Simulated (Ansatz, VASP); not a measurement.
**Ge: VASP beside Ansatz**

```
CELL_PARAMETERS angstrom
0.00000 2.83743 2.83743
2.83743 0.00000 2.83743
2.83743 2.83743 0.00000
ATOMIC_POSITIONS crystal
Ge 0.50000 0.50000 0.50000
Ge 0.75000 0.75000 0.75000
```

Alike in both runs: functional PBEsol; k mesh 12 × 12 × 12; occupations gaussian, width 0.1 eV; no spin polarisation.

Ansatz relaxed the structure, and its values are those at the end. VASP's run is a single point on that final structure, the one shown.

|  | VASP | Ansatz |
| --- | --- | --- |
| version | VASP 6.6.1 | Ansatz 0.2.0 |
| potentials or method | VASP PAW PBE potentials, release 64 (Ge_d) | scalar-relativistic, plane waves, PAW |
| plane-wave cutoff (eV) | 520 | 420 |
| valence electrons in the cell | 28 | 28 |

|  | VASP | Ansatz | Ansatz less VASP |
| --- | --- | --- | --- |
| gap on the k mesh at the Fermi level (eV) | none | none | - |
| pressure (GPa) | -0.4 | 0.0 | +0.40 |

A gap of «none» marks a metal or a gap that the smearing closes.

Caveats: the PAW data sets were made with another functional, which shifts forces and pressure a little (VASP); this crystal is a semiconductor, whose small gap the functional closes, so the metal is an error of the method.
